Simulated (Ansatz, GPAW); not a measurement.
# A Pt chain with an Au atom on top of one atom: relaxation, then transmission at several levels, part 2 of 4

How well does a Pt chain with an Au atom on top of one atom conduct once its atoms have relaxed, and how much do cheaper levels lose?

GPAW 26.7.0 and Ansatz 0.2.0; Ansatz plane waves; relaxation of the junction with the lead ends held (the session's first sound run).

So far. Step 2 (Relaxation): The relaxation lowered the energy of the cell by 0.837 eV.

## 3. Plane-wave reference (PBE)

Plane waves give the reference curve, free of the bias of atom-centred orbitals.

This step: Ansatz plane waves; Landauer transmission by layers, zero bias (Ansatz 0.2.0).

input.yaml reads:

```yaml
crystal:
  lattice:
    - [9.0, 0.0, 0.0]
    - [0.0, 9.0, 0.0]
    - [0.0, 0.0, 40.8]
  atoms:
    - { symbol: Pt, position: [0.5, 0.5, 0.0294117647] }
    - { symbol: Pt, position: [0.5, 0.5, 0.0882352941] }
    - { symbol: Pt, position: [0.5, 0.5, 0.1470588235] }
    - { symbol: Pt, position: [0.5, 0.5, 0.2058823529] }
    - { symbol: Pt, position: [0.5, 0.5, 0.2647058824] }
    - { symbol: Pt, position: [0.5, 0.5, 0.3235294118] }
    - { symbol: Pt, position: [0.4550171371, 0.4734303101, 0.3830187443] }
    - { symbol: Pt, position: [0.5099691038, 0.4981273835, 0.4424507241] }
    - { symbol: Pt, position: [0.4109565751, 0.5616879074, 0.5000275491] }
    - { symbol: Au, position: [0.6176540275, 0.3720837768, 0.5000202345] }
    - { symbol: Pt, position: [0.5095618522, 0.4982719798, 0.5575846563] }
    - { symbol: Pt, position: [0.4545644478, 0.4740518815, 0.6170001173] }
    - { symbol: Pt, position: [0.5, 0.5, 0.6764705882] }
    - { symbol: Pt, position: [0.5, 0.5, 0.7352941176] }
    - { symbol: Pt, position: [0.5, 0.5, 0.7941176471] }
    - { symbol: Pt, position: [0.5, 0.5, 0.8529411765] }
    - { symbol: Pt, position: [0.5, 0.5, 0.9117647059] }
    - { symbol: Pt, position: [0.5, 0.5, 0.9705882353] }
kpoints:
  mp_grid: { grid: [1, 1, 2] }
hamiltonian:
  xc: pbe
scf:
  occupations: { method: fermi_dirac, width: 0.1 }
output:
  transmission:
    leads: [[0, 1]]
    e_range: [-2, 2]
    de: 0.025
    kmesh: [1, 1]
    reduced_basis: true
  write_potential: true
  write_density: true
  volumetric_format: npy
  elf: true
```

Run with:

```sh
ansatz run input.yaml --threads 4 --pin off --max-ram 8192MiB --backend cpu --events-out ev --progress --plain --runs-dir out
```

Numbers of over 12 decimals in the logs are rounded to 6 here.

Output:

```text
[...]
Crystal: 18 atoms, lattice volume = 3304.800 Å³
Basis set: ecut = 420 eV, 64509 PW (Γ)
Bands: 195, of which v1, the nominal top of the filled ones, is band 163 counted from 1 (162 counted from 0)
Symmetry: 1 space group operations
[...]
k-points: 2
[...]
SCF iter   1: F=—  HF=-225996.595781 eV  |F-HF|=—  |Δ(HF+E_count)|=         —  Δρ=1.16e-2  dr2=5.61e1  ethr=1.77e-3  ⟨swp⟩=6.0  Hψ=1467  notcnv=0  defer=19
[...]
SCF iter  12: F=-225995.989092 eV  HF=-225995.989092 eV  |F-HF|=1.98e-8  |Δ(HF+E_count)|=   1.06e-7  Δρ=6.98e-7  dr2=3.36e-8  ethr=3.08e-11  ⟨swp⟩=16.5  Hψ=1201  notcnv=0
SCF 1 converged in 12 iterations: F = -225995.989092 eV  dr2 = 3.36e-8
[...]
transmission: 51 of 306 steps passed
transmission: 102 of 306 steps passed
[...]
transmission: 306 of 306 steps passed
WARN: The output density's exchange-correlation potential varies sharply where the density is thin. Do not read a vacuum level from v_tot or v_xc, or from such a field of the output density. On a cell that repeats whose density bears no net charge and no dipole along the vacuum's axis use v_es (v_loc + v_h of the components); under efield.dipole_correction with no amplitude use v_es + v_field, which holds any externa [...]
SCF converged after 12 iterations
Free energy (F): -225995.989092 eV
[...]
Internal energy: -225994.825803 eV  (E = F + TS)
E sigma→0 (E₀):  -225995.407448 eV
Entropy (-TS):   -1.163289 eV (-64.627 meV/atom)
Fermi energy:    -3.655909 eV
[...]
--- Band table (eV) ---
  k-point 0: bands = [... 159 lower, -3.8254, -3.8224, -3.7054, -3.6665, -3.5898, -3.5681, -3.4519, -3.4450, ... 28 higher]
  k-point 1: bands = [... 159 lower, -3.8306, -3.7736, -3.7071, -3.6278, -3.6216, -3.5522, -3.4675, -3.4419, ... 28 higher]
--- Transmission ---
  basis      : 717 plane waves across, 51 finite elements along
  points     : 1, standing for a mesh of 1 x 1
  filling    : by the input's occupations and mesh, since the crystals that have channels conduct as metals do. If one of these is a semiconductor, that mesh has misplaced its level
  energies   : 161 from -2.000000 to 2.000000 eV about the Fermi level, 0.025000 eV apart; the leads are filled to 0.000000 eV, and channels, transmission and decay are at 0.000000 eV
  crystal 0  : Pt1, at the sites [0, 1], period 2.4000 Å, over 28.80 Å; its Hamiltonian steps by up to 3.5 meV
    offset         : up to 0.0000 Å between an atom of the period and one for which it stands
    filled         : 7.3 meV under the level at which it is neutral
    channels       : 4.000000e0 a spin
    conductance    : 3.8262e14 S/m² at 300 K; may be off by some 0.0 % by where its bands' edges are placed, 0.0 % from the distance to neutral
  junction   : crystal 0 to crystal 0, 0.70 to 39.10 Å
    transmission   : 2.183457e0 a spin
    error estimate : 3.510737e-4 a spin from the reduction of the transverse basis, at the most 8.077626e-3 at -1.025000 eV
    conductance    : 2.0477e14 S/m² at 300 K (2.0479e14 on every other energy)
    error estimate : 0.0 % from the energy spacing and 0.0 % from band edges of the leads and from resonances (wavevectors taken as independent; lower de), 0.0 % from the reduction of the transverse basis, 1.1 % from the steps of its leads' Hamiltonians or their offsets (lay more layers), 1.2 % from the distance to neutral
    resistance     : 2.2700e-3 Ω µm² beyond half of each lead's own
```

Wall time 2.9 min (4 threads of Arm Neoverse V1, shared host); peak memory 5.5 GiB.

Numbers from this step:

| Item | Value |
| --- | --- |
| lead level | 0 eV from the Fermi level |
| transmission at the Fermi level (one spin) | 2.183 |
| open channels of the lead at the Fermi level (one spin) | 4 |
| step of the potential along the lead | 3.5 meV |
| offset of the lead | 0 Å |
| filling of the lead less its bulk value, in size | 7.3 meV |
| conductance | 2.141 G₀ |

One spin. The transmission, zone mean by energy, zero at the Fermi level:

energy (eV), transmission, zone mean and a bar:
```
   -2.000       1.80 ###########
   -1.800       1.52 #########
   -1.600       1.32 #######
   -1.400       2.12 ##############
   -1.200       2.75 ###################
   -1.000       4.14 #############################
   -0.975       4.22 ##############################
   -0.800       3.89 ###########################
   -0.600       3.54 #########################
   -0.400       2.78 ###################
   -0.200       2.41 ################
    0.000       2.18 ##############
    0.200       1.08 ######
    0.400       0.75 ###
    0.600       0.61 ##
    0.800       0.37 
    1.000       0.39 
    1.200       0.84 ####
    1.400       1.00 #####
    1.600       1.00 #####
    1.800       1.00 #####
    2.000       1.00 #####
```

One spin. Table of open channels, zone mean by energy, zero at the Fermi level:

```
energy (eV)  open channels, zone mean
     -2.000                         3
     -1.900                         3
     -1.800                         3
     -1.700                         3
     -1.600                         4
     -1.500                         4
     -1.400                         6
     -1.300                         6
     -1.200                         6
     -1.100                         6
     -1.000                         6
     -0.900                         6
     -0.800                         6
     -0.700                         6
     -0.600                         6
     -0.500                         6
     -0.400                         4
     -0.300                         4
     -0.200                         4
     -0.100                         4
      0.000                         4
      0.100                         4
      0.200                         4
      0.300                         4
      0.400                         3
      0.500                         3
      0.600                         3
      0.700                         3
      0.800                         1
      0.900                         1
      1.000                         1
      1.100                         1
      1.200                         1
      1.300                         1
      1.400                         1
      1.500                         1
      1.600                         1
      1.700                         1
      1.800                         1
      1.900                         1
      2.000                         1
```

Crystal 0, spin -, k parallel (0, 0); distinct values, listed up to 1.5 1/Å. Table of Im kz of the slowest decaying states by energy, zero at the Fermi level:

```
energy (eV)  decay 1 (Å⁻¹)  decay 2 (Å⁻¹)  decay 3 (Å⁻¹)  decay 4 (Å⁻¹)
     -2.000          0.387          0.613          0.613           1.40
     -1.800          0.275          0.502          0.502           1.38
     -1.600          0.344          0.345           1.36           1.36
     -1.400           1.34           1.34           1.37           1.48
     -1.200           1.32           1.32           1.35           1.46
     -1.000           1.30           1.30           1.33           1.44
     -0.800           1.28           1.28           1.31           1.43
     -0.600           1.26           1.26           1.29           1.41
     -0.400          0.105          0.105           1.24           1.24
     -0.200          0.352          0.352           1.22           1.22
      0.000          0.471           1.20           1.20           1.23
      0.200          0.555           1.18           1.18           1.21
      0.400          0.137          0.620           1.16           1.16
      0.600          0.239          0.674           1.14           1.14
      0.800        0.00886         0.0170          0.306          0.719
      1.000          0.114          0.115          0.358          0.758
      1.200          0.155          0.155          0.401          0.791
      1.400          0.182          0.183          0.437          0.821
      1.600          0.202          0.202          0.468          0.847
      1.800          0.215          0.215          0.495          0.871
      2.000          0.223          0.224          0.518          0.892
```

Crystal 0, spin -, k parallel (0, 0). Re kz of states that move upwards against energy, zero at the Fermi level:

```
energy (eV)  channel 1 (Å⁻¹)  channel 2 (Å⁻¹)  channel 3 (Å⁻¹)  channel 4 (Å⁻¹)  channel 5 (Å⁻¹)  channel 6 (Å⁻¹)
    -2.0000           -0.641           -0.641            0.726                -                -                -
    -1.7500           -0.592           -0.591            0.752                -                -                -
    -1.5000           -0.544           -0.543            0.196            0.779                -                -
    -1.2500           -0.497           -0.497            0.368            0.384            0.385            0.807
    -1.0000           -0.451           -0.451            0.483            0.615            0.616            0.839
    -0.7500           -0.406           -0.405            0.575            0.822            0.823            0.876
    -0.5000           -0.360           -0.359            0.651            0.921             1.08             1.08
    -0.2500           -0.313           -0.312            0.714            0.981                -                -
     0.0000           -0.264           -0.263            0.765             1.06                -                -
     0.2500           -0.211           -0.211            0.806             1.20                -                -
     0.5000           -0.150           -0.149            0.839                -                -                -
     0.7500          -0.0584          -0.0565            0.868                -                -                -
     1.0000            0.894                -                -                -                -                -
     1.2500            0.919                -                -                -                -                -
     1.5000            0.941                -                -                -                -                -
     1.7500            0.963                -                -                -                -                -
     2.0000            0.985                -                -                -                -                -
```

The electrostatic potential energy of an electron (with the applied field's), less the Fermi level, planar mean oscillates, so the rows of the table below give means over windows of 2.41 Å about each position, cut where the curve ends. Its first 14 maxima inside the range that stand out by 2 % of the span (Å: eV): 2.4: 5.71, 4.8: 5.71, 7.2: 5.71, 9.6: 5.69, 12.0: 5.68, 14.4: 5.64, 16.9: 5.51, 19.1: 4.95, 21.7: 4.95, 23.9: 5.51, 26.4: 5.64, 28.8: 5.68, 31.2: 5.69, 33.6: 5.71. Its first 14 minima: 1.1: 3.76, 3.5: 3.75, 6.0: 3.75, 8.4: 3.74, 10.8: 3.72, 13.2: 3.70, 15.6: 3.65, 18.1: 3.41, 20.4: 1.09, 22.7: 3.41, 25.2: 3.65, 27.6: 3.70, 30.0: 3.72, 32.4: 3.74.

Electrostatic potential energy of an electron (with the applied field's), less the Fermi level, planar mean against z; means over each step:

```
z (Å)  electrostatic potential energy of an electron (with the applied field's), less the Fermi level, planar mean (eV)
 1.21                                                                                                              4.76
 3.62                                                                                                              4.76
 6.03                                                                                                              4.76
 8.44                                                                                                              4.75
10.85                                                                                                              4.73
13.26                                                                                                              4.71
15.67                                                                                                              4.64
18.08                                                                                                              4.36
20.48                                                                                                              2.97
22.90                                                                                                              4.41
25.30                                                                                                              4.65
27.72                                                                                                              4.71
30.12                                                                                                              4.73
32.54                                                                                                              4.75
34.95                                                                                                              4.76
37.36                                                                                                              4.76
39.77                                                                                                              4.62
```

The valence density, planar mean oscillates, so the rows of the table below give means over windows of 2.41 Å about each position, cut where the curve ends. Its first 14 maxima inside the range that stand out by 2 % of the span (Å: e/Å³): 1.1: 0.197, 3.5: 0.197, 6.0: 0.198, 8.4: 0.198, 10.8: 0.199, 13.2: 0.198, 15.6: 0.198, 18.0: 0.197, 20.4: 0.404, 22.8: 0.197, 25.2: 0.198, 27.6: 0.198, 30.0: 0.199, 32.4: 0.198. Its first 14 minima: 2.4: 0.0225, 4.8: 0.0225, 7.2: 0.0226, 9.6: 0.0226, 12.0: 0.0227, 14.4: 0.0213, 16.9: 0.0214, 19.1: 0.0315, 21.7: 0.0315, 23.9: 0.0214, 26.4: 0.0213, 28.8: 0.0227, 31.2: 0.0226, 33.6: 0.0226.

The valence density, planar mean by z; means over each step:

z (Å), valence density, planar mean (e/Å³) and a bar from the least value:
```
     1.21      0.092 
     3.62      0.092 
     6.03      0.092 
     8.44      0.092 
    10.85      0.092 
    13.26      0.092 
    15.67      0.092 
    18.08      0.094 #
    20.48      0.186 ##############################
    22.90      0.094 
    25.30      0.092 
    27.72      0.092 
    30.12      0.092 
    32.54      0.092 
    34.95      0.092 
    37.36      0.092 
    39.77      0.103 ###
```

Electrostatic potential energy in the ca plane at fractional y = 0.498, with atoms of Pt within 0.2 Å of it. With pseudopotentials it is smooth inside the atoms' cores, unlike the true potential.

Ten even steps from '0' (-67 eV) to '9' (2 eV), each cell a mean:
```
99999999999999999999999999999999999999999999
99999999999999999999999999999999999999999999
99999999999999999999999999999999999999999999
99999999999999999999999999999999999999999999
99999999999999999999999999999999999999999999
99999999999999999999999999999999999999999999
99999999999999999999999999999999999999999999
99999999999999999999999999999999999999999999
99999999999999999988999998899998899999999999
78986557999999998643689988899864368999999998
26862004898667897200168988899720026887668984
05740001686112686100058887888610005862115872
15850002773000487200168754578720026850002773
47874236884000488644688631268864468850003786
89998788987324799988999731268998899974236899
99999999999878999999999865689999999998788999
99999999999999999999999988899999999999999999
99999999999999999999999999999999999999999999
99999999999999999999999999999999999999999999
99999999999999999999999999999999999999999999
99999999999999999999999999999999999999999999
99999999999999999999999999999999999999999999
99999999999999999999999999999999999999999999
99999999999999999999999999999999999999999999
```
Columns run along c (16.0 Å, from fractional 0.28 to 0.67 of the cell; values clipped at the 3rd and 97th percentile), rows up along a (9.0 Å). Atoms in or near the plane, at fractional coordinates: Pt at (0.32, 0.50), Pt at (0.44, 0.51), Pt at (0.56, 0.51).

ELF in the ca plane at fractional y = 0.498, with atoms of Pt within 0.2 Å of it. It is the smooth field of the valence electrons, not physical close to the nuclei.

Ten even steps from '0' (0.00) to '9' (0.69), each cell a mean:
```
00000000000000000000000000000000000000000000
00000000000000000000000000000000000000000000
00000000000000000000000000000000000000000000
00000000000000000000000001000000000000000000
00000000000000000000000112110000000000000000
10001111000000000111101223321001110000000000
21112221100111001222211334332122221000110011
32223433211222111344322344432234432112221122
43334543223333322355432344432345532233333323
54445764344444433577632334332357753344444434
75457996444565544799842333333479984455665436
95459998445897545899953444443489995457986447
85458997446999645799844456544479985458997446
64446875446999644577644578854457754458997445
44444554434787434455444578854445544346875344
33334443333565323344433467643344433234654333
22122332123444321222222355542222221224443212
11011111112333210011111344432111110123332111
00000000001222100000001123221000000012221000
00000000000111000000000111110000000001110000
00000000000000000000000000000000000000000000
00000000000000000000000000000000000000000000
00000000000000000000000000000000000000000000
00000000000000000000000000000000000000000000
```
Columns run along c (16.0 Å, from fractional 0.28 to 0.67 of the cell), rows up along a (9.0 Å). Atoms in or near the plane, at fractional coordinates: Pt at (0.32, 0.50), Pt at (0.44, 0.51), Pt at (0.56, 0.51).

Valence density in the ca plane at fractional y = 0.498, with atoms of Pt within 0.2 Å of it. It is the smooth field of the valence electrons, not physical close to the nuclei.

Ten steps, logarithmic in the rise over the least value, from '0' (0 e/Å³) to '9' (11 e/Å³), each cell a mean:
```
00000000000000000000000000000000000000000000
00000000000000000000000000000000000000000000
00000000000000000000000000000000000000000000
00000000000000000000000000000000000000000000
00000000000000000000000000000000000000000000
00000000000000000000000000000000000000000000
00000000000000000000000111110000000000000000
00001110000000000111111122211111110000000000
21112322110111111233321233321223321111110011
53235664212222222567532233322356753222222123
75357986433555334799853233322479975334554336
86468997545887545899863344433589985457886447
85468997446999644799853466643579975468997447
64346775346898633567533578753357753368997435
32223443234776422233323578753233332246775323
11111111112443211111112356532111111123442111
00000000001111100000001233321000000011111000
00000000000000000000000011110000000000000000
00000000000000000000000000000000000000000000
00000000000000000000000000000000000000000000
00000000000000000000000000000000000000000000
00000000000000000000000000000000000000000000
00000000000000000000000000000000000000000000
00000000000000000000000000000000000000000000
```
Columns run along c (16.0 Å, from fractional 0.28 to 0.67 of the cell), rows up along a (9.0 Å). Atoms in or near the plane, at fractional coordinates: Pt at (0.32, 0.50), Pt at (0.44, 0.51), Pt at (0.56, 0.51).

T at the Fermi level is 2.18 of 4 open channels a spin, without spin-orbit coupling, which is large for these atoms.

(Continued in part 3 of 4.)

[Logs are printed without paths, hosts, clocks, repeated set-up lines and the standing remarks that a program may print on its own settings, such as how far it seeks lower states.]

[Hosts, paths, dates, database ids (printed as entryN), source tags and the programs' standing remarks are cut or masked in the printed files.]
